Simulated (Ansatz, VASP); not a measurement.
**K: VASP beside Ansatz**

```
K
1.0
     0.00000    3.25975    3.25975
     3.25975    0.00000    3.25975
     3.25975    3.25975    0.00000
K
1
Direct
  0.00000 0.00000 0.00000
```

This isn't the form of K at room conditions, which is bcc.

Alike in both runs: functional PBE; dispersion D3(BJ); k mesh 12 × 12 × 12; occupations gaussian, width 0.1 eV; no spin polarisation.

Ansatz relaxed the structure, and its values are those at the end. VASP's run is a single point on that final structure, the one shown.

```csv
,VASP,Ansatz
version,VASP 6.6.1,Ansatz 0.2.0
potentials or method,"VASP PAW PBE potentials, release 64 (K_sv)","scalar-relativistic, plane waves, PAW"
plane-wave cutoff (eV),520,420
valence electrons in the cell,9,9
```

```tsv
	VASP	Ansatz	Ansatz less VASP
gap on the k mesh at the Fermi level (eV)	none	none	-
pressure (GPa)	0.0	0.0	+0.01
```

A gap of «none» marks a metal or a gap that the smearing closes. With one functional, cell and mesh, what is left measures potentials, basis and numerics.

Caveats: pairwise dispersion overbinds metals, which lowers pressure and volume.
